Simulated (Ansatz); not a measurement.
KCl in the wurtzite structure (it has left that coordination), relaxed with r2SCAN, was run in Ansatz under altered settings. All numbers are computed, without spin polarisation but where a row says otherwise.

```yaml
crystal:
  lattice:
    - [5.34380, 0.00000, 0.00000]
    - [-2.67190, 4.62787, 0.00000]
    - [0.00000, 0.00000, 6.23917]
  atoms:
    - { symbol: K, position: [0.33333, 0.66667, 0.93750] }
    - { symbol: K, position: [0.66667, 0.33333, 0.43750] }
    - { symbol: Cl, position: [0.33333, 0.66667, 0.43750] }
    - { symbol: Cl, position: [0.66667, 0.33333, 0.93750] }
```

The base run's other keys:
```yaml
kpoints:
  mp_grid: { grid: [6, 6, 2] }
hamiltonian:
  xc: hse06
scf:
  occupations: { method: fixed }
  n_extra_bands: 5
```

It takes 10 iterations with 3015 plane waves at 420 eV and 14 k points, and leaves a mean stress of +0.28 GPa. The gap over this mesh is 6.016 eV.

Outcomes, with energy and stress as changes against the base:

| setting | outcome | ΔF (meV/atom) | Δ mean stress (GPa) | gap on the mesh (eV) | iterations |
| --- | --- | --- | --- | --- | --- |
| PBE hybrid, exx coeff 1.5, unscreened | refused | – | – | – | – |
| PBE hybrid, exx coeff 0.35, omega 0.3 1/Å | converged | – | -0.1 | 6.189 | 12 |
| basis.xc_grid: 1 | converged | 0.0 | 0.0 | 6.016 | 10 |
| hamiltonian.pseudopotentials: ultrasoft | refused | – | – | – | – |

A dash marks a value that wasn't obtained or can't be compared. Stress is positive in compression. The base's mesh is coarse for a hybrid, so its own values aren't converged.

- PBE hybrid, exx coeff 1.5, unscreened. The input is refused before any iteration. Error: invalid value for `hamiltonian.xc.exx.coeff`: must be finite and in (0, 1]; got 1.5
- PBE hybrid, exx coeff 0.35, omega 0.3 1/Å. That is 35 % exact exchange, screened with ω = 0.3 1/Å, against HSE06's 25 % screened at 0.208 1/Å. The mean stress moves by -0.1 GPa and the gap on the mesh by +0.173 eV (to 6.189). Totals of different functionals aren't comparable.
- hamiltonian.pseudopotentials: ultrasoft. The program doesn't start. Error: YAML parse error: line 15 column 29: unknown variant `uspp`, expected one of nc, nc_fr, paw, paw_fr, all_electron

Within 1 meV an atom, 0.1 GPa and 0.005 eV of the base stay: basis.xc_grid: 1.

The program warns that its thresholds are loose for a hybrid's stress.

The meshes of the hybrids are coarse, so their gaps aren't converged to the digits shown.
